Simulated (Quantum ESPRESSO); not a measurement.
Runs of Quantum ESPRESSO 7.5 on CsPbBr3. Symmetry: Pm-3m, No. 221, cubic system. The conventional cell has a = 5.870 Å, b = 5.870 Å, c = 5.870 Å, α = 90.00°, β = 90.00°, γ = 90.00°. Pb (site symmetry m-3m) is surrounded by 6 Br at 2.94 Å. Cs (site symmetry m-3m) has 12 Br at 4.15 Å as nearest neighbours. Around Br (site symmetry 4/mmm) lie 2 Pb at 2.94 Å. Measurements of this composition are mostly on another form, of space group No. 62.

```tsv
level	potentials or basis	form of the LDA correlation	pressure (GPa)
LDA	PseudoDojo 0.4.1 SR LDA standard	PW92	-1.3
BLYP	PseudoDojo 0.4.1 SR PBE standard	-	2.8
PBEsol	PseudoDojo 0.4.1 SR PBEsol standard	-	-0.1
WC	PseudoDojo 0.4.1 SR PBE standard	-	(a)
```

Alike in all rows: task dielectric tensor; no spin polarisation; cell as given; k mesh 4 × 4 × 4, shifted; cutoff (eV) 762; smearing fermi-dirac 0.05 eV.

Problem. Fill in the values left out.

Solution. (a) 0.1.

Caveats: the potentials were made for another functional, which shifts forces and pressure (some runs).

Runs at the PBE level aren't shown here.
